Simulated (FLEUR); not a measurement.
# Magnetic state of MnO2 from several starts, part 2 of 2

Wanted: the moments of MnO2 and the energy of each order that was tried.

FLEUR MaX-R8.1; PBE with U = 4.9 eV, J = 0.9 eV on Mn d; all-electron FLAPW, Dirac cores, scalar-relativistic bands.

So far, largest spin moment in the muffin-tin sphere (μB): step 2 (start 1: ferro +) 2.96; step 3 (order 2, typed as antiferro q=(0,0,1/2) +-) 2.96; step 4 (start 3: antiferro q=(0,1/2,0) +-) 2.85; step 5 (run 4 (antiferro q=(0,1/2,1/2) +-)) 2.85.

### Step 6. Order 5, typed as no spin polarisation

A spinless run shows what the cell costs with no moments; under a U that can hold a penalty on part-filled orbitals beside the lost exchange.

The k list default-1 (kpts.xml, not shown) is a Γ-centred 8×8×8 mesh.

inp.xml

```
<?xml version="1.0" encoding="UTF-8" standalone="no"?>
<fleurInput fleurInputVersion="0.39">
   <comment>
      MnO2
   </comment>
   <calculationSetup>
      <cutoffs Kmax="4.4" Gmax="13.2" GmaxXC="13.2" numbands="0"/>
      <scfLoop itmax="130" minDistance="0.0001" maxIterBroyd="15" imix="Anderson" alpha="0.05" precondParam="0.0" spinf="2.0" sdNocoIR="T"/>
      <coreElectrons ctail="T" frcor="F" kcrel="0" coretail_lmax="0"/>
      <xcFunctional name="pbe" relativisticCorrections="F"/>
      <magnetism jspins="1"/>
      <soc l_soc="F" theta="0.0" phi="0.0" spav="F"/>
      <expertModes spex="0" secvar="F"/>
      <geometryOptimization l_f="F" forcealpha="1.0" forcemix="BFGS" epsdisp="0.00001" epsforce="0.00001"/>
      <ldaU l_linMix="F" mixParam="0.05" spinf="1.0"/>
   </calculationSetup>
   <cell>
      <bzIntegration valenceElectrons="27.0" mode="hist" fermiSmearingEnergy="0.00183747">
         <kPointListSelection listName="default-1"/>
         <xi:include xmlns:xi="http://www.w3.org/2001/XInclude" href="kpts.xml"> </xi:include>
      </bzIntegration>
      <xi:include xmlns:xi="http://www.w3.org/2001/XInclude" href="sym.xml"> </xi:include>
      <bulkLattice scale="1.0">
         <bravaisMatrix>
            <row-1>    5.3981504145398009    -0.0000000000188973     0.0000000000000000</row-1>
            <row-2>   -2.6990752072510031     4.6749353924648362     0.0000000000000000</row-2>
            <row-3>    0.0000000000000000     0.0000000000000000     8.6953367681600700</row-3>
         </bravaisMatrix>
      </bulkLattice>
   </cell>
   <atomSpecies>
      <species name="Manganese (Mn)" element="Mn" atomicNumber="25">
         <mtSphere radius="2.24" gridPoints="741" logIncrement="0.016"/>
         <atomicCutoffs lmax="8" lnonsphr="6"/>
         <electronConfig flipSpins="F">
            <coreConfig>(1s1/2) (2s1/2) (2p1/2) (2p3/2)</coreConfig>
            <valenceConfig>(3s1/2) (3p1/2) (3p3/2) (4s1/2) (3d3/2) (3d5/2)</valenceConfig>
            <stateOccupation state="(3d3/2)" spinUp="1.000000" spinDown="1.000000"/>
            <stateOccupation state="(3d5/2)" spinUp="1.500000" spinDown="1.500000"/>
         </electronConfig>
         <energyParameters s="4" p="4" d="3" f="4"/>
         <ldaU l="2" U="4.9" J="0.9" l_amf="F"/>
         <lo type="SCLO" l="0" n="3" eDeriv="0"/>
         <lo type="SCLO" l="1" n="3" eDeriv="0"/>
      </species>
      <species name="Oxygen (O)" element="O" atomicNumber="8">
         <mtSphere radius="1.27" gridPoints="421" logIncrement="0.025"/>
         <atomicCutoffs lmax="6" lnonsphr="4"/>
         <electronConfig flipSpins="F">
            <coreConfig>(1s1/2)</coreConfig>
            <valenceConfig>(2s1/2) (2p1/2) (2p3/2)</valenceConfig>
            <stateOccupation state="(2p1/2)" spinUp="0.666667" spinDown="0.666667"/>
            <stateOccupation state="(2p3/2)" spinUp="1.333333" spinDown="1.333333"/>
         </electronConfig>
         <energyParameters s="2" p="2" d="3" f="4"/>
      </species>
   </atomSpecies>
   <atomGroups>
      <atomGroup species="Manganese (Mn)">
         <relPos label="                   1">.0000000000 .0000000000 1.000/2.000</relPos>
         <force calculate="T" relaxXYZ="TTT"/>
      </atomGroup>
      <atomGroup species="Oxygen (O)">
         <relPos label="                   2">-1.000/3.000 1.000/3.000 .2937074300</relPos>
         <relPos label="                   3">1.000/3.000 -1.000/3.000 -.2937074300</relPos>
         <force calculate="T" relaxXYZ="TTT"/>
      </atomGroup>
   </atomGroups>
   <output dos="F" band="F" slice="F">
      <bandDOS minEnergy="-.5*Htr" maxEnergy="0.5*Htr" sigma="0.015" storeEVData="T"/>
      <plotting iplot="0" polar="F">
         <plot TwoD="T" vec1="  1.0  0.0  0.0" vec2="  0.0  1.0  0.0" vec3="  0.0  0.0  1.0" zero="  0.0  0.0  0.0" file="plot"/>
      </plotting>
      <moessbauerParams electricFieldGradient="F" isomerShift="F" coreHyperfine="F" valenceHyperfine="F"/>
   </output>
</fleurInput>
```

crystal.txt

```
MnO2
&input film=F cartesian=F /
2.85657818044  -0.00000000001  0.00000000000
-1.42828909021  2.47386927217  0.00000000000
0.00000000000  0.00000000000  4.60137405890
1.8897261246
1.0 1.0 1.0

3
25 0.00000000000  0.00000000000  0.50000000000
8 0.66666666667  0.33333333333  0.29370743000
8 0.33333333333  0.66666666667  0.70629257000

&kpt div1=8 div2=8 div3=8 gamma=T /
```

Launch:

```
$ OMP_NUM_THREADS=1 inpgen -f crystal.txt > inpgen.log  # inp.xml is then edited as shown
$ OMP_NUM_THREADS=1 mpirun -n 4 fleur_MPI > fleur.log
```

Run time: 19 s. Hardware: 4 MPI ranks of Intel Xeon Platinum 8488C (Sapphire Rapids), shared host; peak memory 0.22 GiB.

This step gave:

```yaml
free_energy: -35617.9865 eV
program_s_band_gap_on_this_mesh_in_a_metal_only_a_level_spacing: 0.003002 eV
final_state: non-magnetic (no spin polarisation)
```

It lies 3309 meV a seeded atom over the first start.

### Step 7. Ranking

Free energies are divided by the number of seeded atoms, so that cells of unlike size compare. Wavevectors q in the names are fractions of the primitive cell's reciprocal vectors.

Orders:

| start | final state | typed order kept | energy over the lowest (meV a seeded atom) | largest sphere moment (μB) | net moment (μB a primitive cell) | mesh matched | CPU time (s) |
| --- | --- | --- | --- | --- | --- | --- | --- |
| ferro + | ferromagnetic | yes | 0 | 2.96 | 3 | yes | 120.2 |
| antiferro q=(0,0,1/2) +- | antiferromagnetic | yes | 0.4977 | 2.958 | 0 | yes | 295.3 |
| antiferro q=(0,1/2,0) +- | antiferromagnetic | yes | 20.29 | 2.847 | 0 | yes | 1027 |
| antiferro q=(0,1/2,1/2) +- | antiferromagnetic | yes | 20.13 | 2.847 | 0 | yes | 1044 |
| no spin polarisation | non-magnetic | - | 3309 | 0 | 0 | yes | 76.18 |

### Step 8. What came out

- lowest state found: ferromagnetic (typed ferro +)
- largest site spin moment: 2.96 μB
- next finished state: antiferromagnetic, 0.498 meV a seeded atom higher
- spinless run over the lowest (under a U no clean measure of the moments): 3309 meV a seeded atom

**Reading.** The lowest state found is ferromagnetic, reached from the start ferro +, with moments up to 2.96 μB. The two lowest states lie so close that the mesh, the functional or spin–orbit coupling could swap them. Under a U a spinless run can be left with part-filled orbitals, which the U penalises, or fall into a low-spin state, so its energy is no clean measure of what the moments gain. Only 5 starts were tried; other patterns of signs, canted and longer-period orders were not.

[Logs and program files are shortened in this print: banners, set-up blocks, solver, clock and traceback lines can be left out without a mark of their own.]

[Logs are printed without paths, hosts, clocks, repeated set-up lines and the standing remarks that a program may print on its own settings, such as how far it seeks lower states.]

[Hosts, paths, dates, database ids (printed as entryN), source tags and the programs' standing remarks are cut or masked in the printed files.]

[Where a cell is said to come from a database of computed structures, the database is the Materials Project.]
